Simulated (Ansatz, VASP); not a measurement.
**HfO2: VASP beside Ansatz**

```
Hf O
1.0
     4.90794    0.00000    0.00000
     0.00000    4.90794    0.00000
     0.00000    0.00000    3.26828
Hf O
2 4
Direct
  0.50000 0.50000 0.50000
  0.00000 0.00000 0.00000
  0.80504 0.19496 0.50000
  0.69496 0.69496 0.00000
  0.30504 0.30504 0.00000
  0.19496 0.80504 0.50000
```

Change from the starting cell: volume scaled by 1.06.

Alike in both runs: task single point; functional PBE; k mesh 6 × 6 × 8; occupations fermi-dirac, width 0.05 eV; no spin polarisation.

|  | VASP | Ansatz |
| --- | --- | --- |
| version | VASP 6.6.1 | Ansatz 0.2.0 |
| potentials or method | VASP PAW PBE potentials, release 64 (Hf_pv, O), cutoff 520 eV | all-electron LAPW, scalar-relativistic |

|  | VASP | Ansatz | Ansatz less VASP |
| --- | --- | --- | --- |
| gap on the k mesh at the Fermi level (eV) | 3.76 | 3.81 | +0.056 |
| least direct gap on the mesh (eV) | 3.76 | 3.81 | +0.056 |
| pressure (GPa) | -7.0 | -4.3 | +2.69 |
| largest component of the traceless stress (GPa) | 1.95 | 1.46 | -0.489 |
| rms of the force components (eV/Å) | 0.070 | 0.048 | -0.0215 |

Atom by atom the forces differ by 0.022 eV/Å (rms over components). Ansatz ran all-electron here, so the differences hold the error of VASP's frozen core and of both bases.

Caveats: spin-orbit coupling is left out, which moves the levels of the heavy elements. A k mesh can miss the band edges.
